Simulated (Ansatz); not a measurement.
# TiO2: a ladder of calculations

Cell of run 1: an entry of the Crystallography Open Database (COD).

Space group Pbcn (No. 60); a = 4.5150, b = 5.4970, c = 4.9390 Å.

| site | Wyckoff | site symmetry | x | y | z |
| --- | --- | --- | --- | --- | --- |
| Ti | 4c | .2. | 0.0000 | 0.1710 | 0.2500 |
| O | 8d | 1 | 0.2860 | 0.3760 | 0.4120 |

One atom of each set is listed.

Relaxed positions (PBE, cell held):

Ti (0.0000, 0.1745, 0.2500)
O (0.2704, 0.3819, 0.4197)

All runs are DFT with Ansatz 0.2.0 (plane waves and PAW, scalar-relativistic unless spin–orbit coupling is named, Γ-centred meshes, Fermi–Dirac smearing where given) in this cell.

Run 1: PBE, atoms as given; 420 eV, 5×5×5 k-points, smearing 0.02 eV.
Run 2: PBE, atoms relaxed; 420 eV, 5×5×5 k-points, smearing 0.02 eV.
Run 3: r2SCAN, at the relaxed atoms; 500 eV, 5×5×5 k-points, smearing 0.02 eV.

```
run  Ti V_zz (η)    O V_zz (η)
  1  2.89 (0.36)  -2.75 (0.57)
  2  2.68 (0.68)  -2.73 (0.49)
  3            ?             ?
```

V_zz in 10²¹ V/m².

Question: Estimate the row of run 3.

Answer: Ti: 2.63 (0.67); O: -2.98 (0.48). It lies nearest to run 2, from whose tensors on these sites it differs by 0.30 at most (largest principal value of the difference, on O). Taken one at a time, the positions of the atoms (as given or relaxed) move the tensors on these sites by up to 0.61 (largest principal value of the change, on Ti), the functional (r2SCAN with its higher cutoff) by 0.30 (O).

In run 1 the atoms aren't at the calculated equilibrium (largest force 0.70 eV/Å). The cell isn't the equilibrium one in runs 1, 2 (calculated pressure 7, 5 GPa), and the entry's cell may itself be off.
